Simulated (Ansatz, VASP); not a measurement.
Two plane-wave programs on CaO

The input INCAR:

```
PREC = Accurate
ENCUT = 520
EDIFF = 1E-6
ISMEAR = 0
SIGMA = 0.05
LREAL = F
LASPH = T
NELM = 60
ALGO = Normal
ISIF = 2
LWAVE = F
LCHARG = T
GGA = CA
LELF = T
LVHAR = T
NBANDS = 24
```

Contents of KPOINTS:

```
regular mesh
0
Gamma
  9 9 6
```

The input POSCAR:

```
CaO
1.0
    3.9919758245      0.0000000000      0.0000000000
   -1.9959879122      3.4571524753      0.0000000000
    0.0000000000      0.0000000000      4.7848400100
Ca O
2 2
Direct
    0.3333333300      0.6666666700      0.7500000000
    0.6666666700      0.3333333300      0.2500000000
    0.3333333300      0.6666666700      0.2500000000
    0.6666666700      0.3333333300      0.7500000000
```

Input for Ansatz:

```yaml
crystal:
  lattice:
    - [3.9919758245, 0.0, 0.0]
    - [-1.9959879122, 3.4571524753, 0.0]
    - [0.0, 0.0, 4.78484001]
  atoms:
    - { symbol: Ca, position: [0.33333333, 0.66666667, 0.75] }
    - { symbol: Ca, position: [0.66666667, 0.33333333, 0.25] }
    - { symbol: O, position: [0.33333333, 0.66666667, 0.25] }
    - { symbol: O, position: [0.66666667, 0.33333333, 0.75] }
basis:
  ecutwfc: 420
  fft_grid_basis: typed
kpoints:
  mp_grid: { grid: [9, 9, 6] }
hamiltonian:
  xc: lda
  pseudopotentials: { kind: paw }
scf:
  occupations: { method: gaussian, width: 0.05 }
output:
  forces: true
  stress: true
  eigenvalues: true
  bader: true
  write_density: true
  volumetric_format: npy
```

The cell comes from a database or a generator and needn't be the stable form of this composition.

Alike in both runs: task single point; functional LDA; k mesh 9 × 9 × 6; occupations gaussian, width 0.05 eV; no spin polarisation.

```csv
,VASP,Ansatz
version,VASP 6.6.1,Ansatz 0.2.0
potentials or method,"VASP PAW LDA potentials, release 64 (Ca_sv, O)","scalar-relativistic, plane waves, PAW"
plane-wave cutoff (eV),520,420
valence electrons in the cell,32,32
```

|  | VASP | Ansatz | Ansatz less VASP |
| --- | --- | --- | --- |
| gap on the k mesh at the Fermi level (eV) | 3.00 | 3.01 | +0.007 |
| pressure (GPa) | -5.1 | -5.7 | -0.63 |
| largest component of the traceless stress (GPa) | 0.49 | 0.52 | +0.030 |

Caveats: an odd mesh through Γ misses points on the zone boundary, where band edges often lie. Expect the measured gap to be larger: semilocal functionals such as LDA lack the derivative discontinuity.
